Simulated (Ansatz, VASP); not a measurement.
# Mg in VASP and in Ansatz

INCAR

```
ALGO     = Normal         # electronic algorithm
EDIFF    = 1E-6           # SCF threshold, eV
ENCUT    = 520            # plane-wave cutoff, eV
GGA      = PE             # functional
ISIF     = 2              # what is computed and relaxed
ISMEAR   = 1              # smearing method
LASPH    = T              # aspherical terms in the spheres
LCHARG   = F              # write CHGCAR
LREAL    = F              # projectors in reciprocal space
LWAVE    = F              # write WAVECAR
NBANDS   = 7              # bands
NELM     = 100            # most SCF steps
PREC     = Accurate       # precision mode
SIGMA    = 0.025          # smearing width, eV
```

File KPOINTS:

```
k-points
0
Gamma
  10 10 10
```

Contents of POSCAR:

```
Mg
1.0
    0.0000000000      2.1984420020      2.1984420020
    2.1984420020      0.0000000000      2.1984420020
    2.1984420020      2.1984420020      0.0000000000
Mg
1
Direct
    0.0000000000      0.0000000000      0.0000000000
```

File input.yaml:

```yaml
crystal:
  lattice:
    - [0.0, 2.198442002, 2.198442002]
    - [2.198442002, 0.0, 2.198442002]
    - [2.198442002, 2.198442002, 0.0]
  atoms:
    - { symbol: Mg, position: [0.0, 0.0, 0.0] }
kpoints:
  mp_grid: { grid: [10, 10, 10] }
scf:
  occupations: { method: cold, width: 0.025 }
hamiltonian:
  xc: pbe
  pseudopotentials:
    kind: all_electron
    lapw: { basis_error: 0.001 }
    relativity: none
output:
  forces: true
  stress: true
  eigenvalues: true
```

Change from the starting cell: volume scaled by 0.94.

Alike in both runs: task single point; functional PBE; k mesh 10 × 10 × 10; no spin polarisation.

```csv
,VASP,Ansatz
version,VASP 6.6.1,Ansatz 0.2.0
potentials or method,"VASP PAW PBE potentials, release 64 (Mg)","all-electron LAPW, non-relativistic"
plane-wave cutoff (eV),520,see its input
occupations,"methfessel-paxton of order 1, width 0.025 eV","cold, width 0.025 eV"
```

Ansatz gave:

| Property | Result |
| --- | --- |
| gap on the k mesh at the Fermi level (eV) | none |
| pressure (GPa) | 3.6 |

Task: What did VASP give for the same quantities?

Result: gap on the k mesh at the Fermi level (eV): none; pressure (GPa): 3.4.

A gap of «none» marks a metal or a gap that the smearing closes. Ansatz ran all-electron here, so the differences hold the error of VASP's frozen core and of both bases.
